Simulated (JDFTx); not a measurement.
# SnSe (Fm-3m) in JDFTx: equation of state

How stiff is SnSe in PBE, and what volume does it want? The cell is scaled to several volumes.

Everything below comes from runs of JDFTx 1.7.0 (patched build). Logs are shortened: lines on timing, memory, paths and dates and some standing lists are left out, and cuts for length are marked. The log counts tension as positive stress, the text compression.

**1. The crystal as given**

The structure is cubic, space group Fm-3m (No. 225). Conventional cell: a = 6.020 Å, b = 6.020 Å, c = 6.020 Å, α = 90.00°, β = 90.00°, γ = 90.00°. Around Sn (site symmetry m-3m) lie 6 Se at 3.01 Å. Se (site symmetry m-3m) has 6 Sn at 3.01 Å as nearest neighbours.

Measurements of this composition are mostly on another form, of space group No. 62.

**2. Equation of state, PBE, 25.63 Å³/atom (volume scaled by 0.94)**

SnSe.in

```
lattice \
    0.0000000000     5.5719598774     5.5719598774 \
    5.5719598774     0.0000000000     5.5719598774 \
    5.5719598774     5.5719598774     0.0000000000
coords-type Lattice
ion Sn     0.0000000000     0.0000000000     0.0000000000 1
ion Se     0.5000000000     0.5000000000     0.5000000000 1

ion-species pseudo/Sn.upf
ion-species pseudo/Se.upf
elec-cutoff 43
elec-ex-corr gga-PBE
kpoint-folding 8 8 8
elec-smearing Fermi 0.0018374661
elec-n-bands 22
electronic-SCF nIterations 100 energyDiffThreshold 1e-08
electronic-minimize nIterations 30 energyDiffThreshold 1e-7
forces-output-coords Cartesian

dump-name run.$VAR
dump End Ecomponents EigStats BandEigs Kpoints Forces Stress
```

Potentials or basis: PseudoDojo-SR-PBE-0.5-standard.

Run with:

```bash
> jdftx -c 1 -i SnSe.in -o SnSe.out
```

Output:

```text
*************** JDFTx 1.7.0 (patched build) ***************

[... 9 lines left out ...]
---------- Initializing the Grid ----------
R =
[            0      5.57196      5.57196  ]
[      5.57196            0      5.57196  ]
[      5.57196      5.57196            0  ]
unit cell volume = 345.982
G =
[  -0.563822   0.563822   0.563822  ]
[   0.563822  -0.563822   0.563822  ]
[   0.563822   0.563822  -0.563822  ]
Minimum fftbox size, Smin = [  48  48  48  ]
Chosen fftbox size, S = [  48  48  48  ]

---------- Exchange Correlation functional ----------
Initalized PBE GGA exchange.
Initalized PBE GGA correlation.

---------- Setting up pseudopotentials ----------
Width of ionic core gaussian charges (only for fluid interactions / plotting) set to 0

Reading pseudopotential file 'pseudo/Sn.upf':
  'Sn' pseudopotential, 'PBE' functional
  Generated using ONCVPSP code by D. R. Hamann
  14 valence electrons, 3 orbitals, 6 projectors, 1001 radial grid points, with lMax = 2
    4D    l: 2   occupation: 10.0   eigenvalue: -0.949566
    5S    l: 0   occupation:  2.0   eigenvalue: -0.387678
    5P    l: 1   occupation:  2.0   eigenvalue: -0.135764
  Core radius for overlap checks: 2.33 bohrs.

Reading pseudopotential file 'pseudo/Se.upf':
  'Se' pseudopotential, 'PBE' functional
  Generated using ONCVPSP code by D. R. Hamann
  16 valence electrons, 3 orbitals, 6 projectors, 1001 radial grid points, with lMax = 2
    3D    l: 2   occupation: 10.0   eigenvalue: -1.952304
    4S    l: 0   occupation:  2.0   eigenvalue: -0.635300
    4P    l: 1   occupation:  4.0   eigenvalue: -0.239292
  Core radius for overlap checks: 1.83 bohrs.

Initialized 2 species with 2 total atoms.

Folded 1 k-points by 8x8x8 to 512 k-points.

---------- Setting up k-points, bands, fillings ----------
Reduced to 29 k-points under symmetry.
Computing the number of bands and number of electrons
Calculating initial fillings.
nElectrons:  30.000000   nBands: 22   nStates: 29

----- Setting up reduced wavefunction bases (one per k-point) -----
average nbasis = 4657.842 , ideal nbasis = 4659.621

---------- Setting up ewald sum ----------
Optimum gaussian width for ewald sums = 2.530688 bohr.
Real space sum over 1331 unit cells with max indices [  5  5  5  ]
Reciprocal space sum over 2197 terms with max indices [  6  6  6  ]

---------- Allocating electronic variables ----------
Initializing wave functions:  linear combination of atomic orbitals
Note: number of bands (22) exceeds available atomic orbitals (18)
Sn pseudo-atom occupations:   s ( 2 )  p ( 2 )  d ( 10 )
Se pseudo-atom occupations:   s ( 2 )  p ( 4 )  d ( 10 )
	FillingsUpdate:  mu: +0.419326380  nElectrons: 30.000000
LCAOMinimize: Iter:   0  F: -179.0725989708078600  |grad|_K:  1.789e-03  alpha:  1.000e+00
	FillingsUpdate:  mu: +0.413288346  nElectrons: 30.000000
LCAOMinimize: Iter:   1  F: -179.0831885312347254  |grad|_K:  1.398e-04  alpha:  4.188e-01  linmin: -2.087e-01  cgtest:  9.494e-01
LCAOMinimize: Encountered beta<0, resetting CG.
[... 4 lines of inner loops ...]
LCAOMinimize: Encountered beta<0, resetting CG.
	FillingsUpdate:  mu: +0.412844215  nElectrons: 30.000000
LCAOMinimize: Iter:   4  F: -179.0832492293248777  |grad|_K:  1.046e-07  alpha:  4.762e-01  linmin: -1.779e-04  cgtest:  6.997e-04
LCAOMinimize: Converged (|Delta F|<1.000000e-06 for 2 iters).

-------- Electronic minimization -----------
Will mix electronic density at each iteration.
	FillingsUpdate:  mu: +0.412844215  nElectrons: 30.000000
	FillingsUpdate:  mu: +0.396573399  nElectrons: 30.000000
SCF: Cycle:  0   F: -179.119250328478671   dF: -3.600e-02   |Residual|: 2.983e-02   |deigs|: 1.574e-01
	FillingsUpdate:  mu: +0.394580128  nElectrons: 30.000000
SCF: Cycle:  1   F: -179.120624893614576   dF: -1.375e-03   |Residual|: 1.270e-02   |deigs|: 9.008e-03
	FillingsUpdate:  mu: +0.394238012  nElectrons: 30.000000
SCF: Cycle:  2   F: -179.120688965933937   dF: -6.407e-05   |Residual|: 4.725e-03   |deigs|: 2.754e-03
	FillingsUpdate:  mu: +0.394542687  nElectrons: 30.000000
SCF: Cycle:  3   F: -179.120694205921637   dF: -5.240e-06   |Residual|: 7.581e-04   |deigs|: 3.901e-04
	FillingsUpdate:  mu: +0.394625036  nElectrons: 30.000000
SCF: Cycle:  4   F: -179.120695035406641   dF: -8.295e-07   |Residual|: 2.952e-04   |deigs|: 2.079e-04
	FillingsUpdate:  mu: +0.394672549  nElectrons: 30.000000
SCF: Cycle:  5   F: -179.120695318126963   dF: -2.827e-07   |Residual|: 9.469e-05   |deigs|: 1.576e-04
	FillingsUpdate:  mu: +0.394688538  nElectrons: 30.000000
SCF: Cycle:  6   F: -179.120695360198056   dF: -4.207e-08   |Residual|: 2.267e-05   |deigs|: 9.163e-05
	FillingsUpdate:  mu: +0.394687355  nElectrons: 30.000000
SCF: Cycle:  7   F: -179.120695379732325   dF: -1.953e-08   |Residual|: 7.760e-06   |deigs|: 8.743e-05
	FillingsUpdate:  mu: +0.394687811  nElectrons: 30.000000
SCF: Cycle:  8   F: -179.120695383251473   dF: -3.519e-09   |Residual|: 3.318e-06   |deigs|: 6.766e-05
	FillingsUpdate:  mu: +0.394687605  nElectrons: 30.000000
SCF: Cycle:  9   F: -179.120695385302952   dF: -2.051e-09   |Residual|: 1.399e-06   |deigs|: 7.420e-05
SCF: Converged (|Delta E|<1.000000e-08 for 2 iters).

Setting wave functions to eigenvectors of Hamiltonian

# Stress tensor in Cartesian coordinates [Eh/a0^3]:
[ -0.000158599            0            0  ]
[            0 -0.000158599            0  ]
[            0            0 -0.000158599  ]

# Ionic positions in lattice coordinates:
ion Sn   0.000000000000000   0.000000000000000   0.000000000000000 1
ion Se   0.500000000000000   0.500000000000000   0.500000000000000 1

# Forces in Cartesian coordinates:
force Sn   0.000000000000000   0.000000000000000   0.000000000000000 1
force Se  -0.000000000000000   0.000000000000000   0.000000000000000 1

# Energy components:
   Eewald =     -114.8858770635070101
       EH =       52.3296325451703481
     Eloc =     -141.2340113844111045
      Enl =      -75.4369471347995386
      Exc =      -46.2687177111840455
 Exc_core =       20.9532087996090155
       KE =      125.4220177619179992
-------------------------------------
     Etot =     -179.1206941872042933
       TS =        0.0000011980986614
-------------------------------------
        F =     -179.1206953853029518

IonicMinimize: Iter:   0  F: -179.120695385302952  |grad|_K:        nan
IonicMinimize: None of the convergence criteria satisfied after 0 iterations.

#--- Lowdin population analysis ---
# oxidation-state Sn +0.296
# oxidation-state Se -0.239

Dumping 'run.eigStats' ...
	eMin: -1.377025 at state 20 ( [ +0.000000 +0.500000 +0.500000 ] spin 0 )
	HOMO: +0.381456 at state 4 ( [ +0.000000 +0.000000 +0.500000 ] spin 0 )
	mu  : +0.394688
	LUMO: +0.409186 at state 9 ( [ +0.000000 +0.125000 -0.375000 ] spin 0 )
	eMax: +0.871952 at state 20 ( [ +0.000000 +0.500000 +0.500000 ] spin 0 )
	HOMO-LUMO gap: +0.027730
	Optical gap  : +0.031666 at state 4 ( [ +0.000000 +0.000000 +0.500000 ] spin 0 )
Done!
[note: mu as printed may lie anywhere between the filled and the empty levels]
```

Wall time 98 s (1 thread of Arm Neoverse V2, shared host); peak memory 0.17 GiB.

What came out:

```yaml
Free_energy: -4874.1224 eV
Pressure: 4.7 GPa
Band_gap_on_the_k_mesh: 0.75 eV, indirect (least direct gap 0.86 eV)
Loewdin_charges: Sn +0.30; Se -0.24 e
```

Caveat: the empty levels aren't tightly converged; spin-orbit coupling is left out, which moves the levels of the heavy elements.

**3. Equation of state, PBE, 26.18 Å³/atom (volume scaled by 0.96)**

SnSe.in, as its differences from that of step 2:

```diff
@@ -1,5 +1,5 @@
 lattice \
-    0.0000000000     5.5719598774     5.5719598774 \
-    5.5719598774     0.0000000000     5.5719598774 \
-    5.5719598774     5.5719598774     0.0000000000
+    0.0000000000     5.6112003244     5.6112003244 \
+    5.6112003244     0.0000000000     5.6112003244 \
+    5.6112003244     5.6112003244     0.0000000000
 coords-type Lattice
@@ -20,2 +20,2 @@
 dump-name run.$VAR
-dump End Ecomponents EigStats BandEigs Kpoints Forces Stress
+dump End Ecomponents EigStats BandEigs Kpoints Forces Stress ElecDensity Dtot KEdensity
```

Potentials or basis: PseudoDojo-SR-PBE-0.5-standard.

Run with:

```bash
> jdftx -c 1 -i SnSe.in -o SnSe.out
```

Run time: 1.7 min. Hardware: 1 thread of Arm Neoverse V2, shared host; peak memory 0.17 GiB.

It converged, with:

```yaml
Free_energy: -4874.1494 eV
Pressure: 3.3 GPa
Band_gap_on_the_k_mesh: 0.73 eV, indirect (least direct gap 0.76 eV)
Loewdin_charges: Sn +0.31; Se -0.25 e
```

Caveat: the empty levels aren't tightly converged; spin-orbit coupling is left out, which moves the levels of the heavy elements.

**4. Equation of state, PBE, 26.73 Å³/atom (volume scaled by 0.98)**

SnSe.in, as its differences from that of step 3:

```diff
@@ -1,5 +1,5 @@
 lattice \
-    0.0000000000     5.6112003244     5.6112003244 \
-    5.6112003244     0.0000000000     5.6112003244 \
-    5.6112003244     5.6112003244     0.0000000000
+    0.0000000000     5.6498994806     5.6498994806 \
+    5.6498994806     0.0000000000     5.6498994806 \
+    5.6498994806     5.6498994806     0.0000000000
 coords-type Lattice
```

Run with:

```bash
> jdftx -c 1 -i SnSe.in -o SnSe.out
```

Wall time 1.7 min (1 thread of Arm Neoverse V2, shared host); peak memory 0.18 GiB.

The run converged. Its results:

* Free energy: -4874.1675 eV
* Pressure: 2.0 GPa
* Band gap on the k mesh: 0.67 eV, direct
* Loewdin charges: Sn +0.32; Se -0.26 e

Caveat: the empty levels aren't tightly converged; spin-orbit coupling is left out, which moves the levels of the heavy elements.

**5. Equation of state, PBE, 27.27 Å³/atom**

SnSe.in, as its differences from that of step 4:

```diff
@@ -1,5 +1,5 @@
 lattice \
-    0.0000000000     5.6498994806     5.6498994806 \
-    5.6498994806     0.0000000000     5.6498994806 \
-    5.6498994806     5.6498994806     0.0000000000
+    0.0000000000     5.6880756351     5.6880756351 \
+    5.6880756351     0.0000000000     5.6880756351 \
+    5.6880756351     5.6880756351     0.0000000000
 coords-type Lattice
```

Run with:

```bash
> jdftx -c 1 -i SnSe.in -o SnSe.out
```

It took 1.7 min on 1 thread of Arm Neoverse V2, shared host; peak memory 0.18 GiB.

Results (log left out):

- Free energy: -4874.1776 eV
- Pressure: 0.9 GPa
- Band gap on the k mesh: 0.58 eV, direct
- Loewdin charges: Sn +0.33; Se -0.27 e

Caveat: the empty levels aren't tightly converged; spin-orbit coupling is left out, which moves the levels of the heavy elements.

**6. Equation of state, PBE, 27.82 Å³/atom (volume scaled by 1.02)**

SnSe.in, as its differences from that of step 5:

```diff
@@ -1,5 +1,5 @@
 lattice \
-    0.0000000000     5.6880756351     5.6880756351 \
-    5.6880756351     0.0000000000     5.6880756351 \
-    5.6880756351     5.6880756351     0.0000000000
+    0.0000000000     5.7257461081     5.7257461081 \
+    5.7257461081     0.0000000000     5.7257461081 \
+    5.7257461081     5.7257461081     0.0000000000
 coords-type Lattice
```

Potentials or basis: PseudoDojo-SR-PBE-0.5-standard.

Run with:

```bash
> jdftx -c 1 -i SnSe.in -o SnSe.out
```

Run time: 1.7 min. Hardware: 1 thread of Arm Neoverse V2, shared host; peak memory 0.18 GiB.

It converged, with:

```yaml
Free_energy: -4874.1805 eV
Pressure: -0.1 GPa
Band_gap_on_the_k_mesh: 0.49 eV, direct
Loewdin_charges: Sn +0.34; Se -0.28 e
```

Caveat: the empty levels aren't tightly converged; spin-orbit coupling is left out, which moves the levels of the heavy elements.

**7. Equation of state, PBE, 28.36 Å³/atom (volume scaled by 1.04)**

SnSe.in, as its differences from that of step 6:

```diff
@@ -1,5 +1,5 @@
 lattice \
-    0.0000000000     5.7257461081     5.7257461081 \
-    5.7257461081     0.0000000000     5.7257461081 \
-    5.7257461081     5.7257461081     0.0000000000
+    0.0000000000     5.7629273194     5.7629273194 \
+    5.7629273194     0.0000000000     5.7629273194 \
+    5.7629273194     5.7629273194     0.0000000000
 coords-type Lattice
```

Run with:

```bash
> jdftx -c 1 -i SnSe.in -o SnSe.out
```

Wall time 2 min (1 thread of Arm Neoverse V2, shared host); peak memory 0.19 GiB.

Results (log left out):

```
Free energy            : -4874.1769 eV
Pressure               : -1.0 GPa
Band gap on the k mesh : 0.41 eV, direct
Loewdin charges        : Sn +0.34; Se -0.29 e
```

Caveat: the empty levels aren't tightly converged; spin-orbit coupling is left out, which moves the levels of the heavy elements.

**8. Equation of state, PBE, 28.91 Å³/atom (volume scaled by 1.06)**

SnSe.in, as its differences from that of step 7:

```diff
@@ -1,5 +1,5 @@
 lattice \
-    0.0000000000     5.7629273194     5.7629273194 \
-    5.7629273194     0.0000000000     5.7629273194 \
-    5.7629273194     5.7629273194     0.0000000000
+    0.0000000000     5.7996348525     5.7996348525 \
+    5.7996348525     0.0000000000     5.7996348525 \
+    5.7996348525     5.7996348525     0.0000000000
 coords-type Lattice
```

Run with:

```bash
> jdftx -c 1 -i SnSe.in -o SnSe.out
```

It took 2 min on 1 thread of Arm Neoverse V2, shared host; peak memory 0.19 GiB.

Results (log left out):

- Free energy: -4874.1675 eV
- Pressure: -1.8 GPa
- Band gap on the k mesh: 0.34 eV, direct
- Loewdin charges: Sn +0.35; Se -0.31 e

Caveat: the empty levels aren't tightly converged; spin-orbit coupling is left out, which moves the levels of the heavy elements.

**9. Equation of state, PBE**

Potentials or basis: PseudoDojo-SR-PBE-0.5-standard.

No new run: the results of the series are fitted here.

What came out:

```yaml
Equilibrium_volume: 27.78 Å³/atom
Bulk_modulus: 49 GPa
Pressure_derivative_of_the_bulk_modulus: 4.5
```

Energy against volume, from the lowest point:
```tsv
volume (Å³/atom)	energy (meV/atom)
25.635	29.02
26.180	15.51
26.725	6.46
27.271	1.43
27.816	0.00
28.362	1.79
28.907	6.49
```

Caveat: the empty levels aren't tightly converged. PBE usually gives volumes a little too large and moduli too small.
